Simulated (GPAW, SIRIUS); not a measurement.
# Mo: 8 runs at one level of theory

```
Mo
1.0
    -1.58381    1.58381    1.58381
     1.58381   -1.58381    1.58381
     1.58381    1.58381   -1.58381
Mo
1
Direct
  0.00000 0.00000 0.00000
```

Alike in all runs: task single point; functional PBE; k mesh 12 × 12 × 12; occupations fermi-dirac, width 0.05 eV; no spin polarisation; no spin-orbit coupling. Pressure is positive in compression and, in plane waves, holds the error of the finite cutoff.

```csv
program and potentials,plane-wave cutoff (eV),notes,band gap (eV),pressure (GPa)
"SIRIUS, PseudoDojo 0.4.1 PBE standard (scalar relativistic)",1102,-,no gap,-1.64
"SIRIUS, in-house norm-conserving set, PBE (scalar relativistic)",1102,-,no gap,-1.83
"SIRIUS, SPMS 1.0 PBE (norm-conserving)",1102,-,no gap,-1.55
"SIRIUS, SSSP 1.3.0 PBE efficiency",828,-,no gap,-2.05
"SIRIUS, GBRV 1.5 PBE (ultrasoft)",557,-,no gap,-2.42
"SIRIUS, JTH 2.0 PBE (PAW)",557,-,no gap,-1.59
"SIRIUS, SG15 1.2 PBE (norm-conserving)",1102,-,no gap,-1.98
"GPAW, GPAW PAW data sets (gpaw-data 1.2.1)",600,-,no gap,-2.22
```

None finds a gap. The pressure spans -2.42 (SIRIUS, GBRV 1.5 PBE (ultrasoft)) to -1.55 GPa (SIRIUS, SPMS 1.0 PBE (norm-conserving)).

Differences between rows come from potentials, basis sets and numerical settings, since the functional is the same but for its coding. Runs on potential files found faulty are left out.
